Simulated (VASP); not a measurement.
# LiCl: single point with r2SCAN

Crystal: LiCl.

```
Li Cl
1.0
    -2.52957    5.02493    2.56979
     2.54026   -2.49493    5.11519
     2.56277    2.52674    0.00465
Li Cl
4 4
Direct
  0.94188 0.98459 0.01883
  0.01873 0.52856 0.44750
  0.52590 0.75057 0.68318
  0.51524 0.23185 0.24053
  0.17717 0.36958 0.91090
  0.24304 0.84505 0.42713
  0.77015 0.13818 0.61119
  0.76405 0.62330 0.11919
```

The cell was built by a generator and needn't be a form met in nature.

```
Program                : VASP 6.6.1
Task                   : single point
Functional             : r2SCAN
Potentials or basis    : VASP PAW PBE potentials, release 64 (Li_sv, Cl)
Cutoff                 : 520 eV
k mesh                 : 3 × 3 × 5, shifted
Occupations            : methfessel-paxton, width 0.0709 eV
Spin                   : no spin polarisation
Dipole correction      : no
Further INCAR settings : ALGO = Normal; EDIFF = 1e-06; NBANDS = 30
```

| Item | Value |
| --- | --- |
| Largest force | 1.859 eV/Å |
| Band gap on the k mesh | 6.99 eV, indirect (least direct gap 7.00 eV) |
| Valence electrons inside the program's atomic spheres | Li 2.02, 2.04, 2.01; Cl 5.24, 5.25 |

Forces on the atoms (eV/Å):
```
Li  -0.366  0.389  0.525
Li   0.217  0.327 -0.399
Li   0.369  0.084 -0.183
Li   0.207 -0.277 -0.139
Cl  -1.417  1.137  0.395
Cl  -0.083 -0.266  1.137
Cl   0.528 -0.612 -0.966
Cl   0.545 -0.782 -0.370
```

Levels at points of the mesh, in eV from the valence-band top:
```
           k point  band 16  band 17  band 18  band 19  band 20  band 21  band 22  band 23  band 24  band 25
(0.00, 0.00, 0.50)    -1.42    -1.35    -0.92    -0.68    -0.41     8.24     8.49     8.78     8.90     9.60
```

Run time: 7.6 min on 1 thread of AMD EPYC 7R13 Processor (Zen 3), with other jobs on the host, peak memory 0.25 GiB.

Caveat: the PAW data sets were made with another functional, which shifts forces and pressure a little. A k mesh can miss the band edges.
